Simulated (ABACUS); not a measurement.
Set up this calculation in ABACUS 3.10.1, as an ASE script.

```
Task                                          : single point
Functional                                    : PBE
Potentials or basis                           : PseudoDojo NC SR 0.4.1 PBE standard
Cutoff                                        : 1211 eV
Density cutoff                                : 4844 eV
Basis                                         : plane waves
k mesh                                        : 6 × 6 × 6
Occupations                                   : fermi-dirac, width 0.05 eV
Spin                                          : no spin polarisation
Radial cutoff of the potentials (pseudo_rcut) : 7 bohr
SCF threshold on the density                  : 1e-08
Max SCF steps                                 : 100
Eigensolver                                   : dav
Mixing                                        : broyden
Mixing share                                  : 0.7
Symmetry key                                  : 1
Bands                                         : 15
```

The structure of BeS lies in BeS.cif:

```cif
data_BeS
_cell_length_a 4.85000000
_cell_length_b 4.85000000
_cell_length_c 4.85000000
_cell_angle_alpha 90.00000000
_cell_angle_beta 90.00000000
_cell_angle_gamma 90.00000000
_space_group_name_H-M_alt 'F-43m'
_space_group_name_Hall 'F -4 2 3'
_space_group_IT_number 216
loop_
_space_group_symop_operation_xyz
'x,y,z'
'y,-x,-z'
'-x,-y,z'
'-y,x,-z'
'x,-y,-z'
'y,x,z'
'-x,y,-z'
'-y,-x,z'
'z,x,y'
'-z,y,-x'
'z,-x,-y'
'-z,-y,x'
'-z,x,-y'
'z,y,x'
'-z,-x,y'
'z,-y,-x'
'y,z,x'
'-x,-z,y'
'-y,z,-x'
'x,-z,-y'
'-y,-z,x'
'x,z,y'
'y,-z,-x'
'-x,z,-y'
'x,y+1/2,z+1/2'
'y,-x+1/2,-z+1/2'
'-x,-y+1/2,z+1/2'
'-y,x+1/2,-z+1/2'
'x,-y+1/2,-z+1/2'
'y,x+1/2,z+1/2'
'-x,y+1/2,-z+1/2'
'-y,-x+1/2,z+1/2'
'z,x+1/2,y+1/2'
'-z,y+1/2,-x+1/2'
'z,-x+1/2,-y+1/2'
'-z,-y+1/2,x+1/2'
'-z,x+1/2,-y+1/2'
'z,y+1/2,x+1/2'
'-z,-x+1/2,y+1/2'
'z,-y+1/2,-x+1/2'
'y,z+1/2,x+1/2'
'-x,-z+1/2,y+1/2'
'-y,z+1/2,-x+1/2'
'x,-z+1/2,-y+1/2'
'-y,-z+1/2,x+1/2'
'x,z+1/2,y+1/2'
'y,-z+1/2,-x+1/2'
'-x,z+1/2,-y+1/2'
'x+1/2,y,z+1/2'
'y+1/2,-x,-z+1/2'
'-x+1/2,-y,z+1/2'
'-y+1/2,x,-z+1/2'
'x+1/2,-y,-z+1/2'
'y+1/2,x,z+1/2'
'-x+1/2,y,-z+1/2'
'-y+1/2,-x,z+1/2'
'z+1/2,x,y+1/2'
'-z+1/2,y,-x+1/2'
'z+1/2,-x,-y+1/2'
'-z+1/2,-y,x+1/2'
'-z+1/2,x,-y+1/2'
'z+1/2,y,x+1/2'
'-z+1/2,-x,y+1/2'
'z+1/2,-y,-x+1/2'
'y+1/2,z,x+1/2'
'-x+1/2,-z,y+1/2'
'-y+1/2,z,-x+1/2'
'x+1/2,-z,-y+1/2'
'-y+1/2,-z,x+1/2'
'x+1/2,z,y+1/2'
'y+1/2,-z,-x+1/2'
'-x+1/2,z,-y+1/2'
'x+1/2,y+1/2,z'
'y+1/2,-x+1/2,-z'
'-x+1/2,-y+1/2,z'
'-y+1/2,x+1/2,-z'
'x+1/2,-y+1/2,-z'
'y+1/2,x+1/2,z'
'-x+1/2,y+1/2,-z'
'-y+1/2,-x+1/2,z'
'z+1/2,x+1/2,y'
'-z+1/2,y+1/2,-x'
'z+1/2,-x+1/2,-y'
'-z+1/2,-y+1/2,x'
'-z+1/2,x+1/2,-y'
'z+1/2,y+1/2,x'
'-z+1/2,-x+1/2,y'
'z+1/2,-y+1/2,-x'
'y+1/2,z+1/2,x'
'-x+1/2,-z+1/2,y'
'-y+1/2,z+1/2,-x'
'x+1/2,-z+1/2,-y'
'-y+1/2,-z+1/2,x'
'x+1/2,z+1/2,y'
'y+1/2,-z+1/2,-x'
'-x+1/2,z+1/2,-y'
loop_
_atom_site_label
_atom_site_type_symbol
_atom_site_symmetry_multiplicity
_atom_site_Wyckoff_symbol
_atom_site_fract_x
_atom_site_fract_y
_atom_site_fract_z
_atom_site_occupancy
S1 S 4 c 0.2500000000 0.2500000000 0.2500000000 1
Be1 Be 4 a 0.0000000000 0.0000000000 0.0000000000 1
```

One way to write it, as run:

run_abacus.py

```python
"""ABACUS run from a structure file: ASE reads it, the script writes STRU, KPT and INPUT."""
import re
import subprocess
import spglib
from ase import Atoms
from ase.io import read
from ase.units import Bohr

atoms = read("BeS.cif")
cell, frac, numbers = spglib.standardize_cell((atoms.cell[:], atoms.get_scaled_positions(), atoms.numbers), to_primitive=True, symprec=1e-4)
atoms = Atoms(numbers=numbers, cell=cell, scaled_positions=frac, pbc=True)  # the primitive cell
atoms = atoms[(-atoms.numbers).argsort(kind="stable")]  # ABACUS lists atoms element by element
pseudo = {'S': 'S.upf', 'Be': 'Be.upf'}
orbital = {}
magmoms = None
kmesh = [6, 6, 6]
params = {
    'suffix': 'BeS',
    'calculation': 'scf',
    'basis_type': 'pw',
    'pseudo_dir': './',
    'symmetry': 1,
    'dft_functional': 'pbe',
    'ecutwfc': 89,
    'pseudo_rcut': 7,
    'nspin': 1,
    'nbands': 15,
    'ks_solver': 'dav',
    'smearing_method': 'fd',
    'smearing_sigma': 0.00367493,
    'scf_thr': 1e-08,
    'scf_nmax': 100,
    'mixing_type': 'broyden',
    'mixing_beta': 0.7,
    'cal_force': 1,
    'cal_stress': 1,
    'out_chg': 1,
    'kpar': 4,
}

symbols = atoms.get_chemical_symbols()
elements = list(dict.fromkeys(symbols))
lines = ["ATOMIC_SPECIES"] + [f"{e} {atoms.get_masses()[symbols.index(e)]:.4f} {pseudo[e]}" for e in elements]
if orbital:
    lines += ["", "NUMERICAL_ORBITAL"] + [orbital[e] for e in elements]
lines += ["", "LATTICE_CONSTANT", f"{1 / Bohr:.10f}", "", "LATTICE_VECTORS"]
lines += [" ".join(f"{x:.10f}" for x in v) for v in atoms.cell]
lines += ["", "ATOMIC_POSITIONS", "Direct"]
for e in elements:
    lines += ["", e, "0.0", str(symbols.count(e))]
    for i, p in enumerate(atoms.get_scaled_positions(wrap=False)):
        if symbols[i] == e:
            mag = "" if magmoms is None else " mag " + " ".join(str(x) for x in (magmoms[i] if isinstance(magmoms[i], list) else [magmoms[i]]))
            lines.append(" ".join(f"{x:.10f}" for x in p) + " 1 1 1" + mag)
open("STRU", "w").write("\n".join(lines) + "\n")
open("KPT", "w").write("K_POINTS\n0\nGamma\n%d %d %d 0 0 0\n" % tuple(kmesh))
open("INPUT", "w").write("INPUT_PARAMETERS\n" + "".join(f"{k:<20s}{v}\n" for k, v in params.items()))

done = subprocess.run(['mpirun', '-np', '4', 'abacus'])
if done.returncode:
    raise SystemExit(done.returncode)
log = open("OUT.BeS/running_scf.log").read()
print("final energy (eV):", re.findall(r"FINAL_ETOT_IS (\S+)", log))
```

Potentials or basis: PseudoDojo NC SR 0.4.1 PBE standard, plane waves.

Launch:

```sh
$ OMP_NUM_THREADS=1 python run_abacus.py > log
```

It gave:

The pressure is 1.7 GPa. The band gap on the k mesh is 3.11 eV, indirect (least direct gap 5.66 eV).

Run time: 9.8 s on 4 MPI ranks on Intel(R) Xeon(R) Platinum 8259CL CPU @ 2.50GHz (Skylake/Cascade Lake) (shared host), peak memory 0.36 GiB a rank.
